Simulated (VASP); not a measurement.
# Os (Im-3m) in VASP: notebook

One crystal, Os, is run at these levels: r2SCAN, r2SCAN+rVV10; tasks: relaxation of cell and atoms.

Program: VASP 6.6.1. These are calculated values, not measurements. Logs are shortened: lines on timing, memory, paths and dates and some standing lists are left out, and cuts for length are marked.

**1. Starting point**

Symmetry: Im-3m, No. 229, cubic system. Conventional cell: a = 3.037 Å, b = 3.037 Å, c = 3.037 Å, α = 90.00°, β = 90.00°, γ = 90.00°. Around Os (site symmetry m-3m) lie 8 Os at 2.63 Å.

This isn't the form of Os at room conditions, which is hcp.

**2. Relaxation of cell and atoms, r2SCAN**

INCAR reads:

```
SYSTEM = Os
PREC = Accurate ; ENCUT = 600
EDIFF = 1E-7 ; ISMEAR = 0
SIGMA = 0.1 ; LREAL = .False.
LASPH = .True. ; NELM = 60
ALGO = Normal ; ISIF = 3
LWAVE = .False. ; LCHARG = .False.
METAGGA = R2SCAN ; LMIXTAU = .True.
IBRION = 2 ; NSW = 90
EDIFFG = -0.005
```

KPOINTS reads:

```
Automatic mesh
0
Gamma
  20 20 20
  0 0 0
```

POSCAR reads:

```
Os
1.0
   -1.5182944900      1.5182944900      1.5182944900
    1.5182944900     -1.5182944900      1.5182944900
    1.5182944900      1.5182944900     -1.5182944900
Os
1
Direct
    0.0000000000      0.0000000000      0.0000000000
```

Potentials or basis: VASP PAW PBE potentials, release 64 (Os).

Command:

```
$ cat potpaw_PBE.64/Os/POTCAR > POTCAR
$ mpirun -np 1 vasp_std > vasp.out
```

OUTCAR:

```text
SYSTEM = Os
   PREC = Accurate
   ENCUT = 600
   EDIFF = 1E-7
   ISMEAR = 0
   LREAL = .False.
   LASPH = .True.
   NELM = 60
   ISIF = 3
   METAGGA = R2SCAN
   IBRION = 2
   NSW = 90
   EDIFFG = -0.005

 ion  position               nearest neighbor table
   1  0.000  0.000  0.000-

  LATTYP: Found a body centered cubic cell.
 ALAT       =     3.0365889800

  Lattice vectors:

 A1 = (  -1.5182944900,   1.5182944900,   1.5182944900)
 A2 = (   1.5182944900,  -1.5182944900,   1.5182944900)
 A3 = (   1.5182944900,   1.5182944900,  -1.5182944900)

Analysis of symmetry for initial positions (statically):
=====================================================================
 Subroutine PRICEL returns:
 Original cell was already a primitive cell.

 Routine SETGRP: Setting up the symmetry group for a
 body centered cubic supercell.

 Subroutine GETGRP returns: Found 48 space group operations
 (whereof 48 operations were pure point group operations)
 out of a pool of 48 trial point group operations.

The static configuration has the point symmetry O_h .

Analysis of symmetry for dynamics (positions and initial velocities):
=====================================================================
 Subroutine PRICEL returns:
 Original cell was already a primitive cell.

 Routine SETGRP: Setting up the symmetry group for a
 body centered cubic supercell.

 Subroutine GETGRP returns: Found 48 space group operations
 (whereof 48 operations were pure point group operations)
 out of a pool of 48 trial point group operations.

The dynamic configuration has the point symmetry O_h .

 Subroutine INISYM returns: Found 48 space group operations
 (whereof 48 operations are pure point group operations),
 and found     1 'primitive' translations

----------------------------------------------------------------------------------------

                                     Primitive cell

  volume of cell :      14.0000

  direct lattice vectors                    reciprocal lattice vectors
    -1.518294490  1.518294490  1.518294490     0.000000000  0.329316877  0.329316877
     1.518294490 -1.518294490  1.518294490     0.329316877  0.000000000  0.329316877
     1.518294490  1.518294490 -1.518294490     0.329316877  0.329316877  0.000000000

  length of vectors
     2.629763198  2.629763198  2.629763198     0.465724394  0.465724394  0.465724394

  position of ions in fractional coordinates (direct lattice)
     0.000000000  0.000000000  0.000000000

  ion indices of the primitive-cell ions
   primitive index   ion index
                 1           1

----------------------------------------------------------------------------------------

 KPOINTS: Automatic mesh

Automatic generation of k-mesh.
 Grid dimensions read from file:
 generate k-points for:   20   20   20

 Generating k-lattice:

  Cartesian coordinates                     Fractional coordinates (reciprocal lattice)
     0.000000000  0.016465844  0.016465844     0.050000000  0.000000000  0.000000000
     0.016465844  0.000000000  0.016465844     0.000000000  0.050000000  0.000000000
     0.016465844  0.016465844  0.000000000     0.000000000  0.000000000  0.050000000

  Length of vectors
     0.023286220  0.023286220  0.023286220

  Shift w.r.t. Gamma in fractional coordinates (k-lattice)
     0.000000000  0.000000000  0.000000000

 Subroutine IBZKPT returns following result:
 ===========================================

 Found    256 irreducible k-points:

 Following reciprocal coordinates:
            Coordinates               Weight
  0.000000  0.000000  0.000000      1.000000
  0.050000  0.000000  0.000000     12.000000
  0.100000  0.000000  0.000000     12.000000
  0.150000  0.000000  0.000000     12.000000
  0.200000  0.000000  0.000000     12.000000
  0.250000  0.000000  0.000000     12.000000
[... 16 lines left out ...]
  0.200000  0.100000  0.000000     48.000000
  0.250000  0.100000  0.000000     48.000000
 [... further k-points ...]
   k-points           NKPTS =    256   k-points in BZ     NKDIM =    256   number of bands    NBANDS=      8
   number of dos      NEDOS =    301   number of ions     NIONS =      1
   total plane-waves  NPLWV =  13824
   dimension x,y,z NGX =    24 NGY =   24 NGZ =   24
   dimension x,y,z NGXF=    48 NGYF=   48 NGZF=   48
   ions per type =               1
   NGX,Y,Z   is equivalent  to a cutoff of  15.17, 15.17, 15.17 a.u.
   NGXF,Y,Z  is equivalent  to a cutoff of  30.34, 30.34, 30.34 a.u.
 SYSTEM =  Os
   PREC   = accura    normal or accurate (medium, high low for compatibility)
   ISTART =      0    job   : 0-new  1-cont  2-samecut
   ICHARG =      2    charge: 1-file 2-atom 10-const
   ISPIN  =      1    spin polarized calculation?
   LNONCOLLINEAR =      F non collinear calculations
   LSORBIT =      F    spin-orbit coupling
   LASPH  =      T    aspherical Exc in radial PAW
   ENCUT  =  600.0 eV  44.10 Ry    6.64 a.u.   5.25  5.25  5.25*2*pi/ulx,y,z
   NELM   =     60;   NELMIN=  2; NELMDL= -5     # of ELM steps
   EDIFF  = 0.1E-06   stopping-criterion for ELM
   LREAL  =      F    real-space projection
   EDIFFG = -.5E-02   stopping-criterion for IOM
   NSW    =     90    number of steps for IOM
   IBRION =      2    ionic relax: 0-MD 1-quasi-New 2-CG
   NFREE  =      1    steps in history (QN), initial steepest desc. (CG)
   ISIF   =      3    stress and relaxation
   ISYM   =      2    0-nonsym 1-usesym 2-fastsym
   POTIM  = 0.5000    time-step for ionic-motion
   TEBEG  =    0.0;   TEEND  =   0.0 temperature during run
   PSTRESS=    0.0 pullay stress
   NELECT =       8.0000    total number of electrons
   NUPDOWN=      -1.0000    fix difference up-down
   EMIN   =  10.00;   EMAX   =-10.00  energy-range for DOS
   EFERMI =   0.00;   METHOD = LEGACY
   ISMEAR =     0;   SIGMA  =   0.10  broadening in eV -4-tet -1-fermi 0-gaus
   EFERMI_NEDOS =   21; number of points for ismear=-14 and -15
   IALGO  =     38    algorithm
   IMIX   =      4    mixing-type and parameters
     AMIX     =   0.40;   BMIX     =  1.00
     AMIX_MAG =   1.60;   BMIX_MAG =  1.00
  volume/ion in A,a.u.               =      14.00        94.48
  Fermi-wavevector in a.u.,A,eV,Ry     =   1.358508  2.567208 25.110144  1.845544
  Thomas-Fermi vector in A             =   2.485335
   LORBIT       =      0    0 simple, 1 ext, 2 COOP (PROOUT), +10 PAW based schemes
   METAGGA = R2SCAN    functional components
   LHFCALC =     F    Hartree Fock is set to
   AEXX    =    0.0000 exact exchange contribution
   IVDW    =     0    specifies the selected vdW correction
   LEPSILON=     F    determine dielectric tensor
   LRPA    =     F    only Hartree local field effects (RPA)
 conjugate gradient relaxation of ions
 non-spin polarized calculation
 Gauss-broadening in eV      SIGMA  =   0.10
  energy-cutoff  :      600.00
  volume of cell :       14.00
 maximum number of plane-waves:       484
 NGX is ok and might be reduce to    24

--------------------------------------- Ionic step        1  -------------------------------------------

 number of electron       7.9999999 magnetization

 Free energy of the ion-electron system (eV)
  ---------------------------------------------------
  ext. energy  EPLUGINS =         0.00000000
  ---------------------------------------------------
  free energy    TOTEN  =       -52.05622772 eV

  energy without entropy =      -52.05014008  energy(sigma->0) =      -52.05318390

------------------------ aborting loop because EDIFF is reached ----------------------------------------

  FORCE on cell =-STRESS in cart. coord.  units (eV):
  Direction    XX          YY          ZZ          XY          YZ          ZX
  --------------------------------------------------------------------------------------
  -------------------------------------------------------------------------------------
  Total        1.3607508      1.3607508      1.3607508     -0.0000000      0.0000000      0.0000000
  in kB      155.7260102    155.7260102    155.7260102     -0.0000000      0.0000000      0.0000000
  external PRESSURE =     155.7260102 kB  Pullay stress =       0.0000000 kB
[... 86 lines left out ...]
  FREE ENERGIE OF THE ION-ELECTRON SYSTEM (eV)
  ---------------------------------------------------
  free  energy   TOTEN  =       -52.0806221889 eV

  energy  without entropy=      -52.0743428565  energy(sigma->0) =      -52.07748252

[... ionic steps 4 to 12 ...]

--------------------------------------- Ionic step       13  -------------------------------------------

 number of electron       8.0000000 magnetization

------------------------ aborting loop because EDIFF is reached ----------------------------------------

  FORCE on cell =-STRESS in cart. coord.  units (eV):
  Direction    XX          YY          ZZ          XY          YZ          ZX
  --------------------------------------------------------------------------------------
  -------------------------------------------------------------------------------------
  Total        0.0100699      0.0100699      0.0100699      0.0000000      0.0000000      0.0000000
  in kB        1.1111798      1.1111798      1.1111798      0.0000000      0.0000000      0.0000000
  external PRESSURE =       1.1111798 kB  Pullay stress =       0.0000000 kB
[... 55 lines left out ...]
  energy  without entropy=      -52.0744892505  energy(sigma->0) =      -52.07762144

--------------------------------------- Ionic step       15  -------------------------------------------

 number of electron       8.0000000 magnetization

 Free energy of the ion-electron system (eV)
  ---------------------------------------------------
  ext. energy  EPLUGINS =         0.00000000
  ---------------------------------------------------
  free energy    TOTEN  =       -52.08075310 eV

  energy without entropy =      -52.07448727  energy(sigma->0) =      -52.07762019

 E-fermi :   8.9999     XC(G=0): -15.1332

 val. band max:        8.9943180904   @ k =   0.0500   0.0000   0.0000
 cond. band min:       9.0054452877   @ k =   0.3000   0.2000   0.0500
 fundamental gap:      0.0111271972
 Fermi energy:         8.9998525610

 k-point     1 :       0.0000    0.0000    0.0000
  band No.  band energies     occupation
      1      -2.3821      2.00000
      2       5.4815      2.00000
      3       5.4815      2.00000
      4       5.4815      2.00000
      5       8.9908      1.10227
      6       8.9908      1.10227
      7      26.0421      0.00000
      8      26.0421      0.00000
[... 243 lines left out ...]
 k-point    24 :       0.2500    0.1000    0.0000
  band No.  band energies     occupation
      1       1.0193      2.00000
      2       4.0422      2.00000
      3       5.0481      2.00000
      4       8.2757      2.00000
      5       9.4664      0.00000
      6       9.8356      0.00000
      7      23.6853      0.00000
      8      25.1411      0.00000

 [... further k-points ...]

------------------------ aborting loop because EDIFF is reached ----------------------------------------

  FORCE on cell =-STRESS in cart. coord.  units (eV):
  Direction    XX          YY          ZZ          XY          YZ          ZX
  --------------------------------------------------------------------------------------
  -------------------------------------------------------------------------------------
  Total       -0.0044298     -0.0044298     -0.0044298      0.0000000     -0.0000000      0.0000000
  in kB       -0.4886186     -0.4886186     -0.4886186      0.0000000     -0.0000000      0.0000000
  external PRESSURE =      -0.4886186 kB  Pullay stress =       0.0000000 kB
[... 16 lines left out ...]
  FREE ENERGIE OF THE ION-ELECTRON SYSTEM (eV)
  ---------------------------------------------------
  free  energy   TOTEN  =       -52.0807531016 eV

  energy  without entropy=      -52.0744872712  energy(sigma->0) =      -52.07762019

 reached required accuracy - stopping structural energy minimisation
```

Run time: 4.9 min. Hardware: 1 thread of Intel Xeon 6975P-C (Granite Rapids), shared host; peak memory 0.2 GiB.

What came out:

- Free energy: -52.0808 eV
- Relaxed volume: 14.53 Å³/atom
- Relaxed cell: a = 2.662 Å, b = 2.662 Å, c = 2.662 Å, α = 109.47°, β = 109.47°, γ = 109.47°
- Space group after relaxing (to 0.05 Å): Im-3m (No. 229)
- Energy gained by relaxing: 24.5 meV/atom
- Ionic steps: 15
- Pressure after relaxing: 0.0 GPa
- Band gap on the k mesh: none (metal or under the smearing width)

Step by step:
```tsv
step	energy change (eV)	largest force (eV/Å)	pressure (GPa)	volume (Å³)
1	0.0000	0.0000	15.57	14.00
2	0.3370	0.0000	-41.06	16.94
3	-0.0244	0.0000	-1.03	14.56
4	-0.0245	0.0000	-0.06	14.53
5	-0.0245	0.0000	0.23	14.52
6	-0.0245	0.0000	0.23	14.52
7	-0.0245	0.0000	0.17	14.52
8	-0.0245	0.0000	0.16	14.52
9	-0.0245	0.0000	0.16	14.52
10	-0.0245	0.0000	0.16	14.52
11	-0.0245	0.0000	0.16	14.52
12	-0.0245	0.0000	0.15	14.52
13	-0.0245	0.0000	0.11	14.52
14	-0.0245	0.0000	0.06	14.52
15	-0.0245	0.0000	-0.05	14.53
```

Final structure:
```yaml
crystal:
  lattice:
    - [-1.53705, 1.53705, 1.53705]
    - [1.53705, -1.53705, 1.53705]
    - [1.53705, 1.53705, -1.53705]
  atoms:
    - { symbol: Os, position: [0.00000, 0.00000, 0.00000] }
```

Caveat: the PAW data sets were made with another functional, which shifts forces and pressure a little. The run has no spin-orbit coupling, so splittings on Os are missing.

**3. Relaxation of cell and atoms, r2SCAN+rVV10**

INCAR: that of step 2 with these lines changed.

```diff
@@ -8,2 +8,4 @@
 METAGGA = R2SCAN ; LMIXTAU = .True.
+LUSE_VDW = .True. ; IVDW_NL = 2
+BPARAM = 11.95 ; CPARAM = 0.0093
 IBRION = 2 ; NSW = 90
```

KPOINTS is that of step 2.

POSCAR is that of step 2.

Potentials or basis: VASP PAW PBE potentials, release 64 (Os).

Command:

```
$ cat potpaw_PBE.64/Os/POTCAR > POTCAR
$ mpirun -np 1 vasp_std > vasp.out
```

Wall time 3.4 min (1 thread of Intel Xeon 6975P-C (Granite Rapids), shared host); peak memory 0.27 GiB.

Results (log left out):

```yaml
Free_energy: -51.9671 eV
Relaxed_volume: 14.47 Å³/atom
Relaxed_cell: a = 2.659 Å, b = 2.659 Å, c = 2.659 Å, α = 109.47°, β = 109.47°, γ = 109.47°
Space_group_after_relaxing_to_0.05_Å: Im-3m (No. 229)
Energy_gained_by_relaxing: 19.6 meV/atom
Ionic_steps: 4
Pressure_after_relaxing: 0.0 GPa
Band_gap_on_the_k_mesh: none (metal or under the smearing width)
```

The path:
```
step  energy change (eV)  largest force (eV/Å)  pressure (GPa)  volume (Å³)
   1              0.0000                0.0000           14.02        14.00
   2              0.2857                0.0000          -39.32        16.63
   3             -0.0195                0.0000           -0.85        14.50
   4             -0.0196                0.0000           -0.05        14.47
```

Final structure:
```
CELL_PARAMETERS angstrom
-1.53499 1.53499 1.53499
1.53499 -1.53499 1.53499
1.53499 1.53499 -1.53499
ATOMIC_POSITIONS crystal
Os 0.00000 0.00000 0.00000
```

Levels at points of the mesh, in eV from the Fermi level:
| k point | band 2 | band 3 | band 4 | band 5 | band 6 | band 7 |
| --- | --- | --- | --- | --- | --- | --- |
| (0.00, 0.00, 0.00) | -3.54 | -3.54 | -3.54 | -0.01 | -0.01 | 17.02 |
| (0.50, 0.00, 0.00) | -5.70 | -0.30 | -0.18 | 0.65 | 3.30 | 9.45 |
| (0.50, 0.50, 0.50) | -7.64 | 2.45 | 2.45 | 2.45 | 8.24 | 8.24 |

Caveat: the PAW data sets were made with another functional, which shifts forces and pressure a little. The run has no spin-orbit coupling, so splittings on Os are missing.

**4. Relaxation of cell and atoms, r2SCAN**

INCAR reads:

```
  PREC = Accurate
  ENCUT = 600
  EDIFF = 1E-7
  ISMEAR = 0
  SIGMA = 0.1
  LREAL = False
  LASPH = True
  NELM = 100
  ALGO = Normal
  ISIF = 3
  LWAVE = False
  LCHARG = False
  METAGGA = R2SCAN
  LMIXTAU = True
  IBRION = 2
  NSW = 90
  EDIFFG = -0.005
```

KPOINTS reads:

```
regular mesh
0
Gamma
  20 20 20
```

POSCAR is that of step 3.

Command:

```
$ cat potpaw_PBE.64/Os/POTCAR > POTCAR
$ mpirun -np 1 vasp_std > vasp.out
```

Run time: 5.6 min. Hardware: 1 thread of Intel Xeon 6975P-C (Granite Rapids), shared host; peak memory 0.19 GiB.

Results (log left out):

| Item | Value |
| --- | --- |
| Free energy | -52.0808 eV |
| Relaxed volume | 14.53 Å³/atom |
| Relaxed cell | a = 2.662 Å, b = 2.662 Å, c = 2.662 Å, α = 109.47°, β = 109.47°, γ = 109.47° |
| Space group after relaxing (to 0.05 Å) | Im-3m (No. 229) |
| Energy gained by relaxing | 24.5 meV/atom |
| Ionic steps | 15 |
| Pressure after relaxing | 0.0 GPa |
| Band gap on the k mesh | none (metal or under the smearing width) |

The path:
```tsv
step	energy change (eV)	largest force (eV/Å)	pressure (GPa)	volume (Å³)
1	0.0000	0.0000	15.57	14.00
2	0.3370	0.0000	-41.06	16.94
3	-0.0244	0.0000	-1.03	14.56
4	-0.0245	0.0000	-0.06	14.53
5	-0.0245	0.0000	0.23	14.52
6	-0.0245	0.0000	0.23	14.52
7	-0.0245	0.0000	0.17	14.52
8	-0.0245	0.0000	0.16	14.52
9	-0.0245	0.0000	0.16	14.52
10	-0.0245	0.0000	0.16	14.52
11	-0.0245	0.0000	0.16	14.52
12	-0.0245	0.0000	0.15	14.52
13	-0.0245	0.0000	0.11	14.52
14	-0.0245	0.0000	0.06	14.52
15	-0.0245	0.0000	-0.05	14.53
```

Final structure:
```cif
data_structure
_symmetry_space_group_name_H-M 'P 1'
_symmetry_Int_Tables_number 1
_cell_length_a 2.6623
_cell_length_b 2.6623
_cell_length_c 2.6623
_cell_angle_alpha 109.471
_cell_angle_beta 109.471
_cell_angle_gamma 109.471
_cell_volume 14.53
loop_
_atom_site_label
_atom_site_type_symbol
_atom_site_fract_x
_atom_site_fract_y
_atom_site_fract_z
_atom_site_occupancy
Os1 Os 0.00000 0.00000 0.00000 1
```

Levels at points of the mesh, in eV from the Fermi level:
| k point | band 1 | band 2 | band 3 | band 4 | band 5 | band 6 | band 7 | band 8 |
| --- | --- | --- | --- | --- | --- | --- | --- | --- |
| (0.00, 0.00, 0.00) | -11.38 | -3.52 | -3.52 | -3.52 | -0.01 | -0.01 | 17.04 | 17.04 |
| (0.50, 0.00, 0.00) | -8.05 | -5.66 | -0.27 | -0.18 | 0.65 | 3.27 | 9.40 | 13.10 |
| (0.50, 0.50, 0.50) | -7.58 | -7.58 | 2.43 | 2.43 | 2.43 | 8.24 | 8.24 | 8.24 |

Caveat: the PAW data sets were made with another functional, which shifts forces and pressure a little. Spin-orbit coupling is left out, which matters for the levels of Os.

[end of part 1 of 2]
